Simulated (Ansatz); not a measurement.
Runs of Ansatz 0.2.0 on CoO. Symmetry: Fm-3m, No. 225, cubic system. Conventional cell: a = 4.263 Å, b = 4.263 Å, c = 4.263 Å, α = 90.00°, β = 90.00°, γ = 90.00°. Co (site symmetry m-3m) has 6 O at 2.13 Å as nearest neighbours. O (site symmetry m-3m) is surrounded by 6 Co at 2.13 Å. 

```tsv
task	level	potentials or basis	cell	cutoff (eV)	smearing	gap on the mesh (eV)	pressure (GPa)	moment (μB)	relaxed volume (Å³/atom)
relaxation of cell and atoms	revPBE	all-electron LAPW, scalar-relativistic	relaxed	-	fermi-dirac 0.05 eV	-	0.0	2.97	9.83
single point	PBE	all-electron LAPW, scalar-relativistic	as given	360	gaussian 0.05 eV	none	(d)	2.96	-
single point	PBE	all-electron LAPW, scalar-relativistic	as given	360	gaussian 0.015 eV	none	-1.6	2.98	-
single point	PBE	all-electron LAPW, scalar-relativistic	as given	360	gaussian 0.027 eV	none	-1.7	2.98	-
band structure	PBEsol	all-electron LAPW, inner shells corrected to Dirac's equation	as given	360	fermi-dirac 0.05 eV	-	(b)	2.96	-
single point	PBE	all-electron LAPW, scalar-relativistic	as given	360	gaussian 0.02 eV	none	-1.7	2.98	-
relaxation of cell and atoms	PBEsol	all-electron LAPW, scalar-relativistic	relaxed	-	fermi-dirac 0.05 eV	-	0.0	2.80	9.07
relaxation of cell and atoms	revPBE+D3(BJ)	all-electron LAPW, scalar-relativistic	relaxed	-	fermi-dirac 0.05 eV	-	0.0	(c)	9.64
relaxation of cell and atoms	revPBE+D4	all-electron LAPW, scalar-relativistic	relaxed	-	fermi-dirac 0.05 eV	-	0.0	2.89	9.45
single point	PBE	all-electron LAPW, scalar-relativistic	as given	360	gaussian 0.03 eV	none	-1.7	2.97	-
single point	PBE	all-electron LAPW, scalar-relativistic	as given	360	gaussian 0.014 eV	none	-1.6	2.98	-
relaxation of cell and atoms	LDA	all-electron LAPW, scalar-relativistic	relaxed	-	fermi-dirac 0.05 eV	-	0.0	2.20	(a)
```

Alike in all rows: spin collinear, ferromagnetic start; k mesh 11 × 11 × 11; basis error allowed 0.001 eV/atom.

Problem. Estimate the missing entries.

Solution. (a) 8.47; (b) -10.8; (c) 2.94; (d) -1.8.

Caveats: a cell with one magnetic atom can't hold antiferromagnetic order, which such compounds often take; semilocal functionals often make such compounds metallic where correlation or magnetic order opens a gap, which also shifts bond lengths (some runs); the volume moved by -13 % from the deposited cell, more than functionals usually miss (some runs).

A k mesh can miss the band edges.

A gap of «none» marks a metal or a gap under the smearing width.

Not every run made on this cell is shown here.
